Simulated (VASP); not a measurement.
# Mn (P6/mmm) in VASP: notebook

One crystal, Mn, is run at these levels: PBE; tasks: single point.

All numbers are computed with VASP 6.6.1; they aren't measurements. Logs are shortened: lines on timing, memory, paths and dates and some standing lists are left out, and cuts for length are marked.

### Step 1. The structure

Symmetry: P6/mmm, No. 191, hexagonal system. The conventional cell has a = 3.900 Å, b = 3.900 Å, c = 2.455 Å, α = 90.00°, β = 90.00°, γ = 120.00°. Mn (site symmetry 6/mmm) has 14 Mn at 2.46 to 2.56 Å as nearest neighbours. Mn (site symmetry -6m2) has 11 Mn at 2.25 to 2.56 Å as nearest neighbours.

This isn't the form of Mn at room conditions, which is a 58-atom cubic cell.

### Step 2. Single point, PBE, collinear spin, typed start

INCAR

```
  PREC = Accurate
  ENCUT = 520
  EDIFF = 1E-6
  ISMEAR = -1
  SIGMA = 0.05
  LREAL = F
  LASPH = T
  NELM = 150
  ALGO = Fast
  ISIF = 2
  LWAVE = F
  LCHARG = T
  ISPIN = 2
  MAGMOM = 3 3 3
  LORBIT = 11
  LMAXMIX = 4
  GGA = PE
  LELF = T
  LVHAR = T
  NBANDS = 30
```

KPOINTS

```
regular mesh
0
Gamma
  9 9 12
```

POSCAR

```
Mn
1.0
    3.8996749371      0.0000000000      0.0000000000
   -1.9498374685      3.3772175620      0.0000000000
    0.0000000000      0.0000000000      2.4551089461
Mn
3
Direct
    0.0000000000      0.0000000000      0.0000000000
    0.3333333333      0.6666666667      0.5000000000
    0.6666666667      0.3333333333      0.5000000000
```

Potentials or basis: VASP PAW PBE potentials, release 64 (Mn_pv).

Command:

```sh
$ cat potpaw_PBE.64/Mn_pv/POTCAR > POTCAR
$ mpirun -np 1 vasp_std > vasp.out
```

OUTCAR:

```text
PREC = Accurate
   ENCUT = 520
   EDIFF = 1E-6
   ISMEAR = -1
   LREAL = F
   LASPH = T
   NELM = 150
   ISIF = 2
   ISPIN = 2
   LORBIT = 11
   GGA = PE

 ion  position               nearest neighbor table
   1  0.000  0.000  0.000-   2 2.56   3 2.56   2 2.56   3 2.56   2 2.56   2 2.56   3 2.56   3 2.56
                             3 2.56   3 2.56   2 2.56   2 2.56
   2  0.333  0.667  0.500-   3 2.25   3 2.25   3 2.25   1 2.56   1 2.56   1 2.56   1 2.56   1 2.56
                             1 2.56
   3  0.667  0.333  0.500-   2 2.25   2 2.25   2 2.25   1 2.56   1 2.56   1 2.56   1 2.56   1 2.56
                             1 2.56

  LATTYP: Found a hexagonal cell.
 ALAT       =     3.8996749371
 C/A-ratio  =     0.6295675885

  Lattice vectors:

 A1 = (   3.8996749371,   0.0000000000,   0.0000000000)
 A2 = (  -1.9498374685,   3.3772175620,   0.0000000000)
 A3 = (   0.0000000000,   0.0000000000,   2.4551089461)

Analysis of symmetry for initial positions (statically):
=====================================================================
 Subroutine PRICEL returns:
 Original cell was already a primitive cell.

 Routine SETGRP: Setting up the symmetry group for a
 hexagonal supercell.

 Subroutine GETGRP returns: Found 24 space group operations
 (whereof 24 operations were pure point group operations)
 out of a pool of 24 trial point group operations.

The static configuration has the point symmetry D_6h.

Analysis of symmetry for dynamics (positions and initial velocities):
=====================================================================
 Subroutine PRICEL returns:
 Original cell was already a primitive cell.

 Routine SETGRP: Setting up the symmetry group for a
 hexagonal supercell.

 Subroutine GETGRP returns: Found 24 space group operations
 (whereof 24 operations were pure point group operations)
 out of a pool of 24 trial point group operations.

The dynamic configuration has the point symmetry D_6h.

Analysis of structural, dynamic, and magnetic symmetry:
=====================================================================
 Subroutine PRICEL returns:
 Original cell was already a primitive cell.

 Routine SETGRP: Setting up the symmetry group for a
 hexagonal supercell.

 Subroutine GETGRP returns: Found 24 space group operations
 (whereof 24 operations were pure point group operations)
 out of a pool of 24 trial point group operations.

The overall configuration has the point symmetry D_6h.

 Subroutine INISYM returns: Found 24 space group operations
 (whereof 24 operations are pure point group operations),
 and found     1 'primitive' translations

----------------------------------------------------------------------------------------

                                     Primitive cell

  volume of cell :      32.3339

  direct lattice vectors                    reciprocal lattice vectors
     3.899674937  0.000000000  0.000000000     0.256431630  0.148050871  0.000000000
    -1.949837468  3.377217562  0.000000000     0.000000000  0.296101741  0.000000000
     0.000000000  0.000000000  2.455108946     0.000000000  0.000000000  0.407313900

  length of vectors
     3.899674937  3.899674937  2.455108946     0.296101741  0.296101741  0.407313900

  position of ions in fractional coordinates (direct lattice)
     0.000000000  0.000000000  0.000000000
     0.333333333  0.666666667  0.500000000
     0.666666667  0.333333333  0.500000000

  ion indices of the primitive-cell ions
   primitive index   ion index
                 1           1
                 2           2
                 3           3

----------------------------------------------------------------------------------------

 KPOINTS: regular mesh

Automatic generation of k-mesh.
 Grid dimensions read from file:
 generate k-points for:    9    9   12

 Generating k-lattice:

  Cartesian coordinates                     Fractional coordinates (reciprocal lattice)
     0.028492403  0.016450097  0.000000000     0.111111111  0.000000000  0.000000000
     0.000000000  0.032900193  0.000000000     0.000000000  0.111111111  0.000000000
     0.000000000  0.000000000  0.033942825     0.000000000  0.000000000  0.083333333

  Length of vectors
     0.032900193  0.032900193  0.033942825

  Shift w.r.t. Gamma in fractional coordinates (k-lattice)
     0.000000000  0.000000000  0.000000000

 Subroutine IBZKPT returns following result:
 ===========================================

 Found     84 irreducible k-points:

 Following reciprocal coordinates:
            Coordinates               Weight
  0.000000  0.000000  0.000000      1.000000
  0.111111  0.000000  0.000000      6.000000
  0.222222  0.000000  0.000000      6.000000
  0.333333  0.000000  0.000000      6.000000
  0.444444  0.000000  0.000000      6.000000
  0.111111  0.111111  0.000000      6.000000
[... 16 lines left out ...]
  0.333333  0.222222  0.083333     24.000000
  0.333333  0.333333  0.083333      4.000000
 [... further k-points ...]
   k-points           NKPTS =     84   k-points in BZ     NKDIM =     84   number of bands    NBANDS=     30
   number of dos      NEDOS =    301   number of ions     NIONS =      3
   total plane-waves  NPLWV =  16200
   dimension x,y,z NGX =    30 NGY =   30 NGZ =   18
   dimension x,y,z NGXF=    60 NGYF=   60 NGZF=   36
   ions per type =               3
   NGX,Y,Z   is equivalent  to a cutoff of  12.79, 12.79, 12.19 a.u.
   NGXF,Y,Z  is equivalent  to a cutoff of  25.58, 25.58, 24.38 a.u.
 SYSTEM =  unknown system
   PREC   = accura    normal or accurate (medium, high low for compatibility)
   ISTART =      0    job   : 0-new  1-cont  2-samecut
   ICHARG =      2    charge: 1-file 2-atom 10-const
   ISPIN  =      2    spin polarized calculation?
   LNONCOLLINEAR =      F non collinear calculations
   LSORBIT =      F    spin-orbit coupling
   LASPH  =      T    aspherical Exc in radial PAW
   ENCUT  =  520.0 eV  38.22 Ry    6.18 a.u.   7.25  7.25  4.56*2*pi/ulx,y,z
   NELM   =    150;   NELMIN=  2; NELMDL= -5     # of ELM steps
   EDIFF  = 0.1E-05   stopping-criterion for ELM
   LREAL  =      F    real-space projection
   EDIFFG = 0.1E-04   stopping-criterion for IOM
   NSW    =      0    number of steps for IOM
   IBRION =     -1    ionic relax: 0-MD 1-quasi-New 2-CG
   NFREE  =      0    steps in history (QN), initial steepest desc. (CG)
   ISIF   =      2    stress and relaxation
   ISYM   =      2    0-nonsym 1-usesym 2-fastsym
   POTIM  = 0.5000    time-step for ionic-motion
   TEBEG  =    0.0;   TEEND  =   0.0 temperature during run
   PSTRESS=    0.0 pullay stress
   NELECT =      39.0000    total number of electrons
   NUPDOWN=      -1.0000    fix difference up-down
   EMIN   =  10.00;   EMAX   =-10.00  energy-range for DOS
   EFERMI =   0.00;   METHOD = LEGACY
   ISMEAR =    -1;   SIGMA  =   0.05  broadening in eV -4-tet -1-fermi 0-gaus
   EFERMI_NEDOS =   21; number of points for ismear=-14 and -15
   IALGO  =     68    algorithm
   IMIX   =      4    mixing-type and parameters
     AMIX     =   0.40;   BMIX     =  1.00
     AMIX_MAG =   1.60;   BMIX_MAG =  1.00
  volume/ion in A,a.u.               =      10.78        72.73
  Fermi-wavevector in a.u.,A,eV,Ry     =   1.742650  3.293132 41.318591  3.036831
  Thomas-Fermi vector in A             =   2.814875
   LORBIT       =     11    0 simple, 1 ext, 2 COOP (PROOUT), +10 PAW based schemes
   GGA     = PE    functional components
   LHFCALC =     F    Hartree Fock is set to
   AEXX    =    0.0000 exact exchange contribution
   IVDW    =     0    specifies the selected vdW correction
   LEPSILON=     F    determine dielectric tensor
   LRPA    =     F    only Hartree local field effects (RPA)
 spin polarized calculation
 RMM-DIIS sequential band-by-band and
  energy-cutoff  :      520.00
  volume of cell :       32.33
 maximum number of plane-waves:       915
 NGX is ok and might be reduce to    30
   NGX = 15   NGY = 15   NGZ =  9

 number of electron      39.0000018 magnetization       0.0152656

 number of electron      39.0000018 magnetization      -0.0034057

 Free energy of the ion-electron system (eV)
  ---------------------------------------------------
  ext. energy  EPLUGINS =         0.00000000
  ---------------------------------------------------
  free energy    TOTEN  =       -26.71388187 eV

  energy without entropy =      -26.68750906  energy(sigma->0) =      -26.70069547

 E-fermi :  10.3887     XC(G=0): -13.9873

 val. band max:       10.3886109036   @ k =   0.0000   0.0000   0.0000
 cond. band min:      10.3963645867   @ k =   0.4444   0.1111   0.5000
 fundamental gap:      0.0077536831
 Fermi energy:        10.3886688459

 spin component 1

 k-point     1 :       0.0000    0.0000    0.0000
  band No.  band energies     occupation
      1     -37.8573      1.00000
      2     -37.8573      1.00000
      3     -37.5111      1.00000
      4     -37.5111      1.00000
      5     -37.4160      1.00000
      6     -37.2313      1.00000
[... 22 lines left out ...]
     29      19.1542      0.00000
     30      22.0246      0.00000
[... 728 lines left out ...]
  band No.  band energies     occupation
      1     -37.9419      1.00000
      2     -37.6573      1.00000
      3     -37.6573      1.00000
      4     -37.3394      1.00000
      5     -37.3394      1.00000
      6     -37.2558      1.00000
[... 22 lines left out ...]
     29      24.8199      0.00000
     30      24.8199      0.00000

 [... further k-points ...]

 spin component 2

 k-point     1 :       0.0000    0.0000    0.0000
  band No.  band energies     occupation
      1     -37.8544      1.00000
      2     -37.8544      1.00000
      3     -37.5166      1.00000
      4     -37.5166      1.00000
      5     -37.4153      1.00000
      6     -37.2278      1.00000
[... 22 lines left out ...]
     29      19.1541      0.00000
     30      22.0105      0.00000
[... 728 lines left out ...]
  band No.  band energies     occupation
      1     -37.9391      1.00000
      2     -37.6580      1.00000
      3     -37.6580      1.00000
      4     -37.3368      1.00000
      5     -37.3368      1.00000
      6     -37.2664      1.00000
[... 22 lines left out ...]
     29      24.8193      0.00000
     30      24.8193      0.00000

 [... further k-points ...]
[... 5 lines left out ...]
  --------------------------------------------------------------------------------------
  -------------------------------------------------------------------------------------
  Total        0.0140313      0.0140313     -0.0136239      0.0000000     -0.0000000     -0.0000000
  in kB        0.6952644      0.6952644     -0.6750761      0.0000000     -0.0000000     -0.0000000
  external PRESSURE =       0.2384842 kB  Pullay stress =       0.0000000 kB

 VOLUME and BASIS-vectors are now :
 -----------------------------------------------------------------------------
  energy-cutoff  :      520.00
  volume of cell :       32.33
      direct lattice vectors                 reciprocal lattice vectors
     3.899674937  0.000000000  0.000000000     0.256431630  0.148050871  0.000000000
    -1.949837468  3.377217562  0.000000000     0.000000000  0.296101741  0.000000000
     0.000000000  0.000000000  2.455108946     0.000000000  0.000000000  0.407313900

 POSITION                                       TOTAL-FORCE (eV/Angst)
 -----------------------------------------------------------------------------------
      0.00000      0.00000      0.00000        -0.000000      0.000000      0.000000
     -0.00000      2.25148      1.22755         0.000000     -0.000000      0.000000
      1.94984      1.12574      1.22755        -0.000000      0.000000      0.000000
 -----------------------------------------------------------------------------------
    total drift:                               -0.000000      0.000000      0.000000

  FREE ENERGIE OF THE ION-ELECTRON SYSTEM (eV)
  ---------------------------------------------------
  free  energy   TOTEN  =       -26.7138818679 eV

  energy  without entropy=      -26.6875090643  energy(sigma->0) =      -26.70069547

 total charge

# of ion       s       p       d       tot
------------------------------------------
    1        0.402   6.383   5.144  11.928
    2        0.433   6.404   5.205  12.042
    3        0.433   6.404   5.205  12.042
--------------------------------------------------
tot          1.267  19.191  15.554  36.013

 magnetization (x)

# of ion       s       p       d       tot
------------------------------------------
    1       -0.000  -0.000  -0.009  -0.009
    2        0.000   0.000   0.003   0.003
    3        0.000   0.000   0.003   0.003
--------------------------------------------------
tot          0.000   0.000  -0.003  -0.003
```

Run time: 78 s. Hardware: 1 thread of Intel Xeon 6975P-C (Granite Rapids), shared host; peak memory 0.22 GiB.

What came out:

| Property | Result |
| --- | --- |
| Free energy | -26.7139 eV |
| Pressure | 0.0 GPa |
| Band gap on the k mesh | none (metal or under the smearing width) |
| Net moment | 0.00 μB per cell |
| Valence electrons inside the program's atomic spheres | Mn 11.93, 12.04 |

Caveat: the starting moments collapsed, and a magnetic state may lie lower.

### Step 3. Single point, PBE, collinear spin, typed start (volume scaled by 0.68, LAPW)

INCAR

```
PREC = Accurate
ENCUT = 520
EDIFF = 1E-6
ISMEAR = -1
SIGMA = 0.05
LREAL = False
LASPH = True
NELM = 150
ALGO = Fast
ISIF = 2
LWAVE = False
LCHARG = True
ISPIN = 2
MAGMOM = 3 3 3
LORBIT = 11
LMAXMIX = 4
GGA = PE
LELF = True
LVHAR = True
NBANDS = 30
```

KPOINTS is that of step 2.

POSCAR

```
Mn
1.0
    3.4425002366      0.0000000000      0.0000000000
   -1.7212501183      2.9812926574      0.0000000000
    0.0000000000      0.0000000000      2.1423407001
Mn
3
Direct
    0.0000000000      0.0000000000      0.0000000000
    0.3333333333      0.6666666667      0.5000000000
    0.6666666667      0.3333333333      0.5000000000
```

Potentials or basis: VASP PAW PBE potentials, release 64 (Mn_pv).

Command:

```sh
$ cat potpaw_PBE.64/Mn_pv/POTCAR > POTCAR
$ mpirun -np 1 vasp_std > vasp.out
```

Run time: 64 s. Hardware: 1 thread of Intel Xeon 6975P-C (Granite Rapids), shared host; peak memory 0.19 GiB.

It converged, with:

- Free energy: -21.0588 eV
- Pressure: 247.5 GPa
- Band gap on the k mesh: none (metal or under the smearing width)
- Net moment: 0.00 μB per cell
- Valence electrons inside the program's atomic spheres: Mn 13.02, 13.14

Stress tensor (GPa, compression positive):
```
248.72   0.00   0.00
  0.00 248.72   0.00
  0.00   0.00 244.93
```

Levels at points of the mesh, in eV from the Fermi level:
Spin up:
| k point | band 17 | band 18 | band 19 | band 20 | band 21 | band 22 |
| --- | --- | --- | --- | --- | --- | --- |
| (0.00, 0.00, 0.00) | -2.08 | -1.14 | -1.14 | -0.31 | -0.31 | -0.13 |
| (0.00, 0.00, 0.50) | -1.33 | -1.06 | -1.06 | 2.25 | 2.25 | 2.90 |
Spin down:
```tsv
k point	band 15	band 16	band 17	band 18	band 19	band 20	band 21	band 22	band 23	band 24
(0.00, 0.00, 0.00)	-3.29	-2.82	-2.08	-1.14	-1.14	-0.31	-0.31	-0.13	-0.13	3.27
(0.00, 0.00, 0.50)	-3.37	-1.33	-1.33	-1.06	-1.06	2.25	2.25	2.90	2.90	4.06
```

Caveat: the starting moments collapsed, and a magnetic state may lie lower; the cell as given lies far from equilibrium; so large a pressure means that the cell lies far from this level's equilibrium, or that cutoff or potentials fall short.
